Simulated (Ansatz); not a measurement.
The reference is ZnTe in the zinc blende structure (space group F-43m, No. 216; a = 6.179 Å).

Levels (all Ansatz, a first-principles code, PAW): PBE (420 eV, no spin-orbit coupling); PBE+SOC (420 eV, with spin-orbit coupling).

The geometry is relaxed with PBE.

| Property | Result |
|---|---|
| PBE lowest conduction level above the VBM at special points | Γ 1.08 eV; L 1.74 eV; X 2.30 eV; K 2.71 eV |
| PBE gap character | direct at Γ |
| PBE pressure | 0.00 GPa |

Problem. How does going to PBE+SOC change the lowest conduction level above the VBM at special points, gap character and pressure?

Solution. The lowest conduction level above the VBM at special points becomes Γ 0.80 eV; L 1.46 eV; X 2.02 eV; K 2.41 eV (PBE: Γ 1.08 eV; L 1.74 eV; X 2.30 eV; K 2.71 eV); the gap character stays direct at Γ; the pressure goes from zero to 0.07 GPa. The threefold valence maximum splits by Δso ≈ 0.88 eV.

Single points use the geometry relaxed with PBE. The spin-orbit shifts are approximate. With Te present, leaving out spin-orbit coupling can change the band edges. Whether these cells are dynamically stable was not tested.
